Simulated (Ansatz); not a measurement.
## Elastic constants of LiBr (Fm-3m), step by step

```yaml
crystal:
  lattice:
    - [0.00000, 2.70613, 2.70613]
    - [2.70613, 0.00000, 2.70613]
    - [2.70613, 2.70613, 0.00000]
  atoms:
    - { symbol: Li, position: [0.00000, 0.00000, 0.00000] }
    - { symbol: Br, position: [0.50000, 0.50000, 0.50000] }
```

Computed, not measured; unless marked otherwise by PBEsol, all-electron LAPW in Ansatz 0.2.0, scalar-relativistic. k mesh 8×8×8, fixed occupations, basis error target 0.5 meV/atom. The cell was relaxed by PAW under this functional, which moved its volume by -5 % from the database entry's.

The cell is cubic and carries a residual pressure of -0.04 GPa at this level. Each strain component that symmetry leaves independent is applied at ±0.005, the ions relax wherever a strain frees them, and the stress (tension positive, GPa) is read. Shears are engineering strains, γ = 2ε.

```tsv
strain	size	σxx	σyy	σzz	σyz	σxz	σxy
xx	-0.005	-0.2322	-0.0487	-0.0487	0.0000	0.0000	0.0000
xx	+0.005	0.2899	0.1201	0.1201	0.0000	0.0000	0.0000
yz	-0.005	0.0372	0.0361	0.0361	-0.0993	0.0000	0.0000
yz	+0.005	0.0372	0.0361	0.0361	0.0993	0.0000	0.0000
```

A central difference gives one constant, for example C11 ≈ (0.2899 − (-0.2322))/(0.01) = 52.2 GPa; the program then imposes the crystal's symmetry on the whole matrix.

Task: What are the independent elastic constants?

Result: C11 = 52.2, C12 = 16.9, C44 = 19.9 GPa.

Task: Do they meet the Born conditions?

Result: C11 − C12 = 35.3, C11 + 2C12 = 86.0 and C44 = 19.9 GPa must all be positive, so the crystal is elastically stable; that says nothing yet of its phonons.

Task: What moduli does a random aggregate of grains have?

Result: B = (C11 + 2C12)/3 = 28.7 GPa. G_V = (C11 − C12 + 3C44)/5 = 19.0 and G_R = 5(C11 − C12)C44/(4C44 + 3(C11 − C12)) = 18.9, so G_H = 18.9 GPa. Then E = 9BG/(3B + G) = 46.6 GPa, ν = (3B − 2G)/(6B + 2G) = 0.229 and B/G = 1.51, on the brittle side of Pugh's 1.75 (a rule of thumb, made for metals; it doesn't predict ductility here).

Task: With the density of 3.638 g/cm³, how fast does sound travel, and what Debye temperature follows?

Result: 

```tsv
direction	slow (m/s)	middle (m/s)	fast (m/s)
[100]	2336	2336	3788
[110]	2203	2336	3867
[111]	2248	2248	3893
```

The mean of v⁻³ over directions and branches gives v_m = 2527 m/s and θ_D = (ħ/k_B) v_m (6π²n)^(1/3) = 278 K, n being atoms per volume. Young's modulus spans 44 to 48 GPa over directions, and the universal anisotropy index is 0.02.

Task: How far do the constants move if PAW replaces LAPW in the same cell?

Result: 

| constant | LAPW (GPa) | PAW (GPa) | difference |
| --- | --- | --- | --- |
| C11 | 52.2 | 52.3 | 0.1 |
| C12 | 16.9 | 17.0 | 0.1 |
| C44 | 19.9 | 19.8 | -0.1 |

Task: How do the constants change if the ions are clamped to the homogeneous strain?

Result: None moves by more than 0.3 GPa: by symmetry a homogeneous strain puts no force on these sites.

Limits of these numbers: the frozen-core PAW files of the compared runs were fitted under PBE, their cores solved anew for this functional.
